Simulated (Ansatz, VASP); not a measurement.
# Ag: 3 runs at one level of theory

The starting cell:

```xyz
1
Lattice="0.0000 2.0427 2.0427 2.0427 0.0000 2.0427 2.0427 2.0427 0.0000" Properties=species:S:1:pos:R:3 pbc="T T T"
Ag    0.0000    0.0000    0.0000
```

Alike in all runs: task relaxation of cell and atoms; functional PBE; dispersion D3(BJ); k mesh 11 × 11 × 11; occupations fermi-dirac, width 0.05 eV; no spin polarisation; no spin-orbit coupling.

```json
{"program and potentials": "Ansatz, Ansatz PAW", "plane-wave cutoff (eV)": "420", "notes": "19 valence electrons an atom on average", "equilibrium volume (Å³/atom)": "16.85"}
{"program and potentials": "Ansatz, all-electron LAPW, scalar-relativistic", "plane-wave cutoff (eV)": "-", "notes": "-", "equilibrium volume (Å³/atom)": "16.85"}
{"program and potentials": "VASP, PBE PAW files Ag, 600 eV", "plane-wave cutoff (eV)": "600", "notes": "11 valence electrons an atom on average", "equilibrium volume (Å³/atom)": "16.81"}
```

The equilibrium volume spans 16.81 (VASP, PBE PAW files Ag, 600 eV) to 16.85 Å³/atom (Ansatz, Ansatz PAW), with all-electron results at 16.85. Relaxations stop with a little pressure left, so the last digit of a volume isn't settled.

Differences between rows come from potentials, basis sets and numerical settings, since the functional is the same but for its coding. Runs on potential files found faulty are left out.

The three volumes agree closely, and the Ansatz PAW result matches its all-electron counterpart at 16.85 Å³/atom. The 11-electron VASP potential gives almost the same value as the 19-electron one, which suggests that explicit treatment of the 4s and 4p semicore states matters little for silver near equilibrium. This is reasonable, since these shells are deep and compact, while cohesion comes mainly from the broad 5s-5p band and its hybridisation with the filled 4d shell.

The volumes lie slightly below the measured room-temperature value, and thermal expansion, absent from a static relaxation, accounts for at least part of the gap. PBE alone is known to make silver too large, so the closeness to experiment probably reflects a partial cancellation between its underbinding and the added dispersion attraction, to which the polarisable d shell contributes. Agreement between the codes therefore supports the numerical treatment of this functional and dispersion model, but is no independent test of their physical accuracy.
